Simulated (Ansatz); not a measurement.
**PbS, one structure, two calculations**

Cell: a Materials Project structure (computed, not necessarily an observed phase), ions relaxed with PBE at fixed cell.

```cif
data_PbS
_symmetry_space_group_name_H-M 'Pnma'
_symmetry_Int_Tables_number 62
_cell_length_a 12.0278
_cell_length_b 4.2250
_cell_length_c 4.2750
_cell_angle_alpha 90.000
_cell_angle_beta 90.000
_cell_angle_gamma 90.000
loop_
_atom_site_label
_atom_site_type_symbol
_atom_site_symmetry_multiplicity
_atom_site_Wyckoff_symbol
_atom_site_fract_x
_atom_site_fract_y
_atom_site_fract_z
Pb Pb 4 c 0.8752 0.2500 0.2490
S S 4 c 0.6249 0.2500 0.2488
```

One atom of each set is listed.

First run. Level of theory: DFT, PBE, plane waves and PAW, scalar-relativistic, 420 eV cutoff, Γ-centred 3×8×8 k-points, Fermi–Dirac smearing 0.01 eV (Ansatz 0.2.0).

```
site  V_zz (10²¹ V/m²)     η
  Pb             -0.36  0.17
   S              0.19  0.96
```

Second run. The same atoms and settings, except that the functional is r2SCAN and the cutoff is 500 eV.

Question: What does the second run give?

Answer: 

```tsv
site	V_zz	η	change of V_zz
Pb	-0.34	0.18	+0.02
S	0.18	0.99	-0.01
```

No V_zz moves by more than 0.03.

Spin–orbit coupling is left out, which shifts gradients on Pb by a few per cent in wide-gap crystals, and can shift them far more where the calculated gap is small or absent, as here.
For the first run: With a gap of 0.4 eV on this mesh, small gradients can still move by 0.1 × 10²¹ V/m² or more as the k-mesh gets denser.
For the second run: With a gap of 0.7 eV on this mesh, small gradients can still move by 0.1 × 10²¹ V/m² or more as the k-mesh gets denser.
